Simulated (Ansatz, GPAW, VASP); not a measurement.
**InAs: 3 runs at one level of theory**

```
In As
1.0
     0.00000    3.01800    3.01800
     3.01800    0.00000    3.01800
     3.01800    3.01800    0.00000
In As
1 1
Direct
  0.00000 0.00000 0.00000
  0.75000 0.75000 0.75000
```

Alike in all runs: task single point; functional PBEsol; k mesh 8 × 8 × 8; occupations gaussian, width 0.05 eV; no spin polarisation; no spin-orbit coupling. A missing gap at this level doesn't show that the real crystal is a metal. Pressure is positive in compression and, in plane waves, holds the error of the finite cutoff.

```
                           program and potentials  plane-wave cutoff (eV)                    notes  band gap (eV)  pressure (GPa)
GPAW, PAW data sets generated for this functional                     600                        -         no gap            1.31
   Ansatz, all-electron LAPW, scalar-relativistic                       -                        -         no gap            1.52
             VASP, PBE PAW files As, In_d, 520 eV                     520  potentials made for PBE         no gap            1.60
```

None finds a gap. The pressure spans 1.31 (GPAW, PAW data sets generated for this functional) to 1.60 GPa (VASP, PBE PAW files As, In_d, 520 eV), with all-electron results at 1.52.

The functional is the same throughout but for its coding, so the spread measures potentials, basis and numerics; runs on potential files found faulty are left out.

All three runs close the gap of InAs, which is known as a narrow direct-gap semiconductor. Because the all-electron run agrees, the potentials are not the likely cause. A semilocal functional places the In-As antibonding, s-like conduction minimum at Γ too low relative to the As p-like valence top, and it binds the In 4d shell too weakly, so that p-d repulsion pushes the valence top up further. In a material with so small a gap, this is probably enough to bring the two edges together or invert their order.

The positive pressures mean that the cell is smaller than the equilibrium cell of this functional in every run. Relaxation would therefore expand it and, given the usual deformation potential at Γ, lower the s-like state further rather than open a gap. The VASP pressure lies closer to the all-electron value than the GPAW one does, but this may reflect cancelling errors and doesn't rank the potentials in general.
